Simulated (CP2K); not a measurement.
# GaP (F-43m) in CP2K: further runs, part 2 of 2

CP2K 2026.2. The steps go on from the part before.

**4. Atomic charges, revPBE**

File gap_charges.inp:

```
&GLOBAL
  PROJECT gap_charges
  RUN_TYPE ENERGY_FORCE
  PRINT_LEVEL LOW
&END GLOBAL
&FORCE_EVAL
  METHOD QS
  STRESS_TENSOR ANALYTICAL
  &DFT
    BASIS_SET_FILE_NAME BASIS_MOLOPT_UZH
    POTENTIAL_FILE_NAME POTENTIAL_UZH
    &MGRID
      CUTOFF 675
      REL_CUTOFF 60
      NGRIDS 4
    &END MGRID
    &QS
      METHOD GPW
      EPS_DEFAULT 1.0E-9
    &END QS
    &KPOINTS
      SCHEME MONKHORST-PACK 8 8 8
      GAMMA_CENTERED T
      SYMMETRY T
      SYMMETRY_BACKEND SPGLIB
    &END KPOINTS
    &SCF
      SCF_GUESS ATOMIC
      EPS_SCF 1.0E-6
      MAX_SCF 100
      ADDED_MOS 10
      CHOLESKY OFF
      EPS_EIGVAL 1.0E-7
      &DIAGONALIZATION ON
        ALGORITHM STANDARD
      &END DIAGONALIZATION
      &MIXING ON
        METHOD BROYDEN_MIXING
        ALPHA 0.4
        BETA 1.5
        NBUFFER 8
      &END MIXING
      &SMEAR ON
        METHOD FERMI_DIRAC
        ELECTRONIC_TEMPERATURE 580.23
      &END SMEAR
    &END SCF
    &XC
      &XC_FUNCTIONAL
        &GGA_X_PBE_R
        &END GGA_X_PBE_R
        &GGA_C_PBE
        &END GGA_C_PBE
      &END XC_FUNCTIONAL
    &END XC
    &PRINT
      &KPOINTS ON
      &END KPOINTS
      &MULLIKEN ON
      &END MULLIKEN
      &MO ON
        ENERGIES T
        OCCUPATION_NUMBERS T
        &EACH
          QS_SCF 0
        &END EACH
        ADD_LAST NUMERIC
      &END MO
      &LOWDIN ON
      &END LOWDIN
      &HIRSHFELD ON
        SHAPE_FUNCTION GAUSSIAN
      &END HIRSHFELD
      &VORONOI ON
        VORONOI_RADII UNITY
      &END VORONOI
    &END PRINT
  &END DFT
  &SUBSYS
    &CELL
      ABC 3.8540855109 3.8540855109 3.8540855108
      ALPHA_BETA_GAMMA 60.0000000001 60.0000000003 60.0000000007
      PERIODIC XYZ
    &END CELL
    &COORD
      Ga  0.0000000000 0.0000000000 0.0000000000
      P   5.7811282663 3.3377359608 2.3601357316
    &END COORD
    &KIND Ga
      BASIS_SET TZVP-MOLOPT-PBE-GTH-q13
      POTENTIAL GTH-PBE-q13
    &END KIND
    &KIND P
      BASIS_SET TZVP-MOLOPT-PBE-GTH-q5
      POTENTIAL GTH-PBE-q5
    &END KIND
    &PRINT
      &ATOMIC_COORDINATES ON
      &END ATOMIC_COORDINATES
      &CELL ON
      &END CELL
      &SYMMETRY ON
      &END SYMMETRY
    &END PRINT
  &END SUBSYS
  &PRINT
    &FORCES ON
    &END FORCES
    &STRESS_TENSOR ON
    &END STRESS_TENSOR
  &END PRINT
&END FORCE_EVAL
```

Potentials or basis: POTENTIAL_UZH Ga GTH-PBE-q13, P GTH-PBE-q5; TZVP-MOLOPT-PBE-GTH basis.

The run is started by

```console
$ OMP_NUM_THREADS=1 cp2k.psmp -i gap_charges.inp -o gap_charges.out
```

gap_charges.out:

```text

 CP2K| version string:                                       CP2K version 2026.2
 CP2K| Input file name                                           gap_charges.inp

 GLOBAL| Force Environment number                                              1
 GLOBAL| Basis set file name                                    BASIS_MOLOPT_UZH
 GLOBAL| Potential file name                                       POTENTIAL_UZH
 GLOBAL| MM Potential file name                                     MM_POTENTIAL
 GLOBAL| Coordinate file name                                      __STD_INPUT__
 GLOBAL| Method name                                                        CP2K
 GLOBAL| Project name                                                gap_charges
 GLOBAL| Run type                                                   ENERGY_FORCE
 GLOBAL| FFT library                                                       FFTW3
[... 8 lines left out ...]
 GLOBAL| CPU model name                                                  UNKNOWN

 CELL| Volume [angstrom^3]:                                            40.480796
 CELL| Vector a [angstrom]:       3.854     0.000     0.000   |a| =     3.854086
 CELL| Vector b [angstrom]:       1.927     3.338     0.000   |b| =     3.854086
 CELL| Vector c [angstrom]:       1.927     1.113     3.147   |c| =     3.854086
 CELL| Angle (b,c), alpha [degree]:                                    60.000000
 CELL| Angle (a,c), beta  [degree]:                                    60.000000
 CELL| Angle (a,b), gamma [degree]:                                    60.000000
 CELL| Numerically orthorhombic:                                              NO
 CELL| Periodicity                                                           XYZ

 CELL_REF| Volume [angstrom^3]:                                        40.480796
 CELL_REF| Vector a [angstrom     3.854     0.000     0.000   |a| =     3.854086
[... 529 lines left out ...]

 !-----------------------------------------------------------------------------!
                           Hirshfeld Charges

  #Atom  Element  Kind  Ref Charge     Population                    Net charge
      1       Ga     1      13.000         14.273                        -1.273
      2       P      2       5.000          3.727                         1.273

  Total Charge                                                            0.000
 !-----------------------------------------------------------------------------!

 VORONOI| Collecting electron density from MPI ranks and sending to library...
 VORONOI| Voronoi integration finished.

 LOWDIN POPULATION ANALYSIS

 #  Atom  Element  Kind  Atomic population                           Net charge
       1     Ga       1         13.810579                             -0.810579
       2     P        2          4.189421                              0.810579
 # Total charge                             18.000000                 -0.000000

 ENERGY| Total FORCE_EVAL ( QS ) energy [hartree]            -81.251028142655457

 FORCES| Atomic forces [hartree/bohr]
 FORCES|   Atom     x               y               z               |f|
 FORCES|      1  8.39083771E-08  6.23642724E-09 -1.52234008E-08   8.55059104E-08
 FORCES|      2 -8.48022265E-08 -6.75318069E-09  1.48583440E-08   8.63585170E-08
 FORCES| Sum    -8.93849395E-10 -5.16753456E-10 -3.65056830E-10
 FORCES| Total atomic force                                       1.09511066E-09

 STRESS| Analytical stress tensor [bar]
 STRESS|                        x                   y                   z
 STRESS|      x        4.06497222402E+04  -1.85732288642E-02   4.91245221673E-03
 STRESS|      y       -1.85732288642E-02   4.06500242345E+04  -2.91717747206E-02
 STRESS|      z        4.91245221673E-03  -2.91717747206E-02   4.06506697769E+04
 STRESS| 1/3 Trace                                             4.06501387505E+04
 STRESS| Determinant                                           6.71716624412E+13

 STRESS| Eigenvectors and eigenvalues of the analytical stress tensor [bar]
 STRESS|                        1                   2                   3
 STRESS| Eigenvalues   4.06497210919E+04   4.06500240324E+04   4.06506711273E+04
 STRESS|      x           0.998142218999     -0.060625286244      0.006056840731
 STRESS|      y           0.060837777086      0.997122721113     -0.045222161827
 STRESS|      z          -0.003297807006      0.045506633680      0.998958593116
```

voronoi:

```text
 2
# Step        0,  Time       0.0000 fs
# Cell         3.8540855109        0.0000000000        0.0000000000        1.9270427554        3.3377359608        0.0000000000        1.9270427554        1.1125786536        3.1468476422
# Atom     Z              Radius         Position(X)         Position(Y)         Position(Z)      Voronoi_Volume              Z(eff)              Charge           Dipole(X)           Dipole(Y)           Dipole(Z)     ChargeCenter(X)     ChargeCenter(Y)     ChargeCenter(Z)      Quadrupole(XX)      Quadrupole(XY)      Quadrupole(XZ)      Quadrupole(YX)      Quadrupole(YY)      Quadrupole(YZ)      Quadrupole(ZX)      Quadrupole(ZY)      Quadrupole(ZZ)
     1    31        0.0100000000        0.0000000000        0.0000000000        0.0000000000       20.2403981224       13.0000000000        0.2328466786       -3.2732141746        5.6727875561        3.6270824601        0.0025637776       -0.0044432674       -0.0028409485       -0.0219223113        0.0000675981        0.0000664329        0.0000675981       -0.0218642744       -0.0002260302        0.0000664329       -0.0002260302       -0.0216959663
     2    15        0.0100000000        5.7811282663        3.3377359608        2.3601357316       20.2403981224        5.0000000000       -0.2328463022       -2.2718930797        3.9277551097        2.9856826061        0.0043416010       -0.0075059631       -0.0057056570       -0.0206934171       -0.0001935462       -0.0001165148       -0.0001935462       -0.0213962618        0.0000522671       -0.0001165148        0.0000522671       -0.0213898576
```

Wall time 52 s (1 thread of Arm Neoverse V1, shared host); peak memory 0.37 GiB.

Results:

| Property | Result |
| --- | --- |
| Free energy | -2210.9529 eV |
| Pressure | 4.1 GPa |
| Band gap on the k mesh | 1.73 eV, indirect (least direct gap 1.84 eV) |
| Mulliken charges | Ga +0.43; P -0.43 e |
| Hirshfeld charges | Ga -1.27; P +1.27 e |
| Voronoi charges | Ga +0.23; P -0.23 e |

Levels at points of the mesh, in eV from the valence-band top:
```
           k point  band 6  band 7  band 8  band 9  band 10  band 11  band 12  band 13
(0.00, 0.00, 0.00)  -12.50    0.00    0.00    0.00     1.84     3.94     3.94     3.94
(0.00, 0.00, 0.50)  -10.46   -6.62   -1.12   -1.12     1.73     4.81     4.81     8.69
(0.00, 0.50, 0.50)   -9.56   -6.74   -2.68   -2.68     1.77     1.92    10.72    10.72
```

Caveat: Hirshfeld charges from Gaussian shapes aren't those from atomic densities; Mulliken charges move with the basis; the potentials were made for another functional, which shifts forces and pressure; the basis of atomic orbitals isn't converged, which shifts pressures, moduli and gaps.

**5. Atomic charges, PW91**

Changes to gap_charges.inp since step 4:

```diff
@@ -49,6 +49,6 @@
       &XC_FUNCTIONAL
-        &GGA_X_PBE_R
-        &END GGA_X_PBE_R
-        &GGA_C_PBE
-        &END GGA_C_PBE
+        &GGA_X_PW91
+        &END GGA_X_PW91
+        &GGA_C_PW91
+        &END GGA_C_PW91
       &END XC_FUNCTIONAL
```

The run is started by

```console
$ OMP_NUM_THREADS=1 cp2k.psmp -i gap_charges.inp -o gap_charges.out
```

Wall time 53 s (1 thread of Arm Neoverse V1, shared host); peak memory 0.37 GiB.

Results (log left out):

- Free energy: -2211.7439 eV
- Pressure: 2.8 GPa
- Band gap on the k mesh: 1.65 eV, indirect (least direct gap 1.75 eV)
- Mulliken charges: Ga +0.36; P -0.36 e
- Hirshfeld charges: Ga -1.29; P +1.29 e
- Voronoi charges: Ga +0.22; P -0.22 e

Levels at points of the mesh, in eV from the valence-band top:
| k point | band 5 | band 6 | band 7 | band 8 | band 9 | band 10 | band 11 | band 12 | band 13 | band 14 |
| --- | --- | --- | --- | --- | --- | --- | --- | --- | --- | --- |
| (0.00, 0.00, 0.00) | -14.59 | -12.53 | 0.00 | 0.00 | 0.00 | 1.75 | 3.90 | 3.90 | 3.90 | 10.02 |
| (0.00, 0.00, 0.50) | -14.58 | -10.47 | -6.67 | -1.13 | -1.13 | 1.65 | 4.77 | 4.77 | 8.56 | 11.60 |
| (0.00, 0.50, 0.50) | -14.57 | -9.57 | -6.79 | -2.70 | -2.70 | 1.68 | 1.84 | 10.67 | 10.67 | 11.18 |

Caveat: Hirshfeld charges from Gaussian shapes aren't those from atomic densities; Mulliken charges move with the basis; the potentials were made for another functional, which shifts forces and pressure; the basis of atomic orbitals isn't converged, which shifts pressures, moduli and gaps.

**6. Atomic charges, AM05**

Changes to gap_charges.inp since step 5:

```diff
@@ -49,6 +49,6 @@
       &XC_FUNCTIONAL
-        &GGA_X_PW91
-        &END GGA_X_PW91
-        &GGA_C_PW91
-        &END GGA_C_PW91
+        &GGA_X_AM05
+        &END GGA_X_AM05
+        &GGA_C_AM05
+        &END GGA_C_AM05
       &END XC_FUNCTIONAL
```

Potentials or basis: POTENTIAL_UZH Ga GTH-PBE-q13, P GTH-PBE-q5; TZVP-MOLOPT-PBE-GTH basis.

The run is started by

```console
$ OMP_NUM_THREADS=1 cp2k.psmp -i gap_charges.inp -o gap_charges.out
```

Wall time 53 s (1 thread of Arm Neoverse V1, shared host); peak memory 0.37 GiB.

It converged, with:

```yaml
Free_energy: -2202.9205 eV
Pressure: 0.5 GPa
Band_gap_on_the_k_mesh: 1.57 eV, indirect (least direct gap 1.72 eV)
Mulliken_charges: Ga +0.37; P -0.37 e
Hirshfeld_charges: Ga -1.31; P +1.31 e
Voronoi_charges: Ga +0.19; P -0.19 e
```

Levels at points of the mesh, in eV from the valence-band top:
| k point | band 7 | band 8 | band 9 | band 10 | band 11 | band 12 |
| --- | --- | --- | --- | --- | --- | --- |
| (0.00, 0.00, 0.00) | 0.00 | 0.00 | 0.00 | 1.72 | 3.79 | 3.79 |
| (0.00, 0.00, 0.50) | -6.75 | -1.16 | -1.16 | 1.58 | 4.68 | 4.68 |
| (0.00, 0.50, 0.50) | -6.88 | -2.75 | -2.75 | 1.61 | 1.75 | 10.60 |

Caveat: Hirshfeld charges from Gaussian shapes aren't those from atomic densities; Mulliken charges move with the basis; the potentials were made for another functional, which shifts forces and pressure; the basis of atomic orbitals isn't converged, which shifts pressures, moduli and gaps.

**7. Summary**

| level | gap on the mesh (eV) | pressure (GPa) |
| --- | --- | --- |
| PBE | 1.66 | 3.0 |
| LDA | 1.45 | -1.0 |
| revPBE | 1.73 | 4.1 |
| PW91 | 1.65 | 2.8 |
| AM05 | 1.57 | 0.5 |

Alike in all rows: task atomic charges; potentials or basis POTENTIAL_UZH Ga GTH-PBE-q13, P GTH-PBE-q5; TZVP-MOLOPT-PBE-GTH basis; no spin polarisation; cell as given; k mesh 8 × 8 × 8; smearing fermi-dirac 0.05 eV.

Caveats: the basis of atomic orbitals isn't converged, which shifts pressures, moduli and gaps; the potentials were made for another functional, which shifts forces and pressure (some runs).

Absolute energies hang on the potentials; compare differences alone.

**8. Against experiment**

Step 2. Measured gap of GaP: 2.34 eV (indirect; 10 K; quoted in “Stacking defects in GaP nanowires: Electronic structure and optical properties”, 2018, arxiv:1810.01194). This calculation gives 1.66 eV (-0.68 eV). Spin-orbit coupling on Ga is left out. The value is that of PBE in an atomic basis (POTENTIAL_UZH Ga GTH-PBE-q13, P GTH-PBE-q5; TZVP-MOLOPT-PBE-GTH basis), whose error adds to the functional's, on a finite k mesh, which can miss the band edges, without temperature or zero-point motion. Semilocal functionals fall short of measured gaps as a rule.

Step 3. A measured gap of GaP is 2.34 eV (indirect; 10 K; quoted in “Stacking defects in GaP nanowires: Electronic structure and optical properties”, 2018, arxiv:1810.01194); the calculated 1.45 eV misses it by -0.89 eV. Spin-orbit coupling on Ga is left out. The value is that of LDA in an atomic basis (POTENTIAL_UZH Ga GTH-PBE-q13, P GTH-PBE-q5; TZVP-MOLOPT-PBE-GTH basis), whose error adds to the functional's, on a finite k mesh, which can miss the band edges, without temperature or zero-point motion. Semilocal functionals fall short of measured gaps as a rule.

Step 4. Against the measured gap of GaP, 2.34 eV (indirect; 10 K; quoted in “Stacking defects in GaP nanowires: Electronic structure and optical properties”, 2018, arxiv:1810.01194), the calculated 1.73 eV is off by -0.61 eV. Spin-orbit coupling on Ga is left out. The value is that of revPBE in an atomic basis (POTENTIAL_UZH Ga GTH-PBE-q13, P GTH-PBE-q5; TZVP-MOLOPT-PBE-GTH basis), whose error adds to the functional's, on a finite k mesh, which can miss the band edges, without temperature or zero-point motion. Semilocal functionals fall short of measured gaps as a rule.

Step 5. Measured gap of GaP: 2.34 eV (indirect; 10 K; quoted in “Stacking defects in GaP nanowires: Electronic structure and optical properties”, 2018, arxiv:1810.01194). This calculation gives 1.65 eV (-0.69 eV). Spin-orbit coupling on Ga is left out. The value is that of PW91 in an atomic basis (POTENTIAL_UZH Ga GTH-PBE-q13, P GTH-PBE-q5; TZVP-MOLOPT-PBE-GTH basis), whose error adds to the functional's, on a finite k mesh, which can miss the band edges, without temperature or zero-point motion. Semilocal functionals fall short of measured gaps as a rule.

Step 6. Against the measured gap of GaP, 2.34 eV (indirect; 10 K; quoted in “Stacking defects in GaP nanowires: Electronic structure and optical properties”, 2018, arxiv:1810.01194), the calculated 1.57 eV is off by -0.77 eV. Spin-orbit coupling on Ga is left out. The value is that of AM05 in an atomic basis (POTENTIAL_UZH Ga GTH-PBE-q13, P GTH-PBE-q5; TZVP-MOLOPT-PBE-GTH basis), whose error adds to the functional's, on a finite k mesh, which can miss the band edges, without temperature or zero-point motion. Semilocal functionals fall short of measured gaps as a rule.
